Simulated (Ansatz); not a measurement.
Convergence of Bi2Te3 with the plane-wave cutoff

Computed with DFT PBEsol, scalar-relativistic, plane waves, PAW (Ansatz).

```
Bi Te
1.0
     2.30864    1.14936    9.73695
    -2.14942    1.18563    9.69694
     0.11102   -2.67154    9.76009
Bi Te
2 3
Cartesian
  0.2852 -0.2599 23.7160
  0.1260 -0.1532 11.7888
  0.0958 -0.2112 17.8897
  0.0200 -0.0877 5.8599
  -0.0976 -0.0369 -0.0138
```

The Γ-centred k-mesh is 8×8×8 and the occupation rule is Gaussian smearing, 0.1 eV. The spin treatment is unpolarised and the valence charge of the PAW sets is Bi 15, Te 16.

The atoms stay fixed while the plane-wave cutoff is varied. ΔE is the energy extrapolated to zero smearing, less that of the reference run (600 eV). The cell was strained and its atoms displaced at random, so that forces don't vanish. Spin–orbit coupling is left out. Pressure is positive in compression and holds a correction for the finite cutoff (Pulay stress).

Times are rough; the reference took 2.7 min on 1 thread of Intel(R) Xeon(R) Platinum 8488C (Sapphire Rapids), on a shared host, peak memory 2.2 GiB.

Q: Tried: 200, 250, 300, 350, 420, 600 eV. From which plane-wave cutoff on does the energy per atom stay within 100, 10 and 1 meV of the reference?

A: 300 for 100 meV, 350 for 10 meV, none but the reference for 1 meV. The reference itself isn't shown to be converged. At 350 eV, where the energy is within 10 meV, force components already agree to within 0.001 eV/Å, where the largest force is 1.316 eV/Å.

| cutoff (eV) | ΔE (meV/atom) | P (GPa) | largest change of a force component (eV/Å) | plane waves at Γ | wall time (s) |
| --- | --- | --- | --- | --- | --- |
| 200 | 8063 | 0.32 | 0.437 | 1065 | 39 |
| 250 | 913 | -0.06 | 0.092 | 1491 | 52 |
| 300 | 70.4 | 0.02 | 0.010 | 1967 | 68 |
| 350 | 3.92 | 0.00 | 0.001 | 2471 | 90 |
| 420 | 1.21 | 0.00 | 0.000 | 3273 | 110 |
| 600 | 0.00 | -0.01 | 0.000 | 5545 | 160 |

This form isn't the usual stable structure of the compound.